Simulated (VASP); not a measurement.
Runs of VASP 6.6.1 on NaI. It takes space group I4mm (No. 107, tetragonal). Conventional cell: a = 4.577 Å, b = 4.577 Å, c = 6.473 Å, α = 90.00°, β = 90.00°, γ = 90.00°. Around Na (site symmetry 4mm) lie 6 I at 3.09 to 3.39 Å. Around I (site symmetry 4mm) lie 6 Na at 3.09 to 3.39 Å. 

```csv
cell,gap on the mesh (eV),pressure (GPa),largest force (eV/Å)
"all I atoms moved +0.150 Å, as atom 2 along Cartesian [0 0 1]",4.44,-0.1,0.15
"all I atoms moved -0.100 Å, as atom 2 along Cartesian [0 0 1]",4.44,-0.1,(b)
"all I atoms moved -0.200 Å, as atom 2 along Cartesian [0 0 1]",4.44,0.0,0.22
"all I atoms moved +0.050 Å, as atom 2 along Cartesian [0 0 1]",4.44,(a),0.05
```

Alike in all rows: task single point; level r2SCAN; potentials or basis VASP PAW PBE potentials, release 64 (Na_pv, I); no spin polarisation; k mesh 6 × 6 × 6; cutoff (eV) 520; smearing gaussian 0.05 eV.

Question: Fill in the values left out.

Answer: (a) -0.2; (b) 0.10.

Caveats: the PAW data sets were made with another functional, which shifts forces and pressure a little; spin-orbit coupling is left out, which moves the levels of the heavy elements.

A k mesh can miss the band edges, and the runs leave out spin-orbit coupling on I.
